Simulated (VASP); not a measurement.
BeTe:

```
CELL_PARAMETERS angstrom
0.00000 2.77000 2.77000
2.77000 0.00000 2.77000
2.77000 2.77000 0.00000
ATOMIC_POSITIONS crystal
Te 0.75000 0.75000 0.75000
Be 0.00000 0.00000 0.00000
```

- Program: VASP 6.6.1
- Task: relaxation of cell and atoms
- Functional: PBE
- Dispersion: MBD
- Potentials or basis: VASP PAW PBE potentials, release 64 (Te, Be)
- Cutoff: 600 eV
- k mesh: 8 × 8 × 8
- Occupations: fermi-dirac, width 0.05 eV
- Spin: no spin polarisation

At the start: pressure 2.7 GPa; volume 21.25 Å³/atom.

**Question.** Where does the relaxation end?

**Answer.** Over 3 steps the energy falls by 7.2 meV/atom and the volume is 22.15 Å³/atom (+4.2 %); space group F-43m (No. 216, to 0.05 Å).

Step by step:
| step | energy change (eV) | largest force (eV/Å) | pressure (GPa) | volume (Å³) |
| --- | --- | --- | --- | --- |
| 1 | 0.0000 | 0.0000 | 2.65 | 42.51 |
| 2 | -0.0138 | 0.0000 | -0.58 | 44.71 |
| 3 | -0.0145 | 0.0000 | -0.03 | 44.30 |

Final structure:
```
Te Be
1.0
     0.00000    2.80832    2.80832
     2.80832    0.00000    2.80832
     2.80832    2.80832    0.00000
Te Be
1 1
Direct
  0.75000 0.75000 0.75000
  0.00000 0.00000 0.00000
```
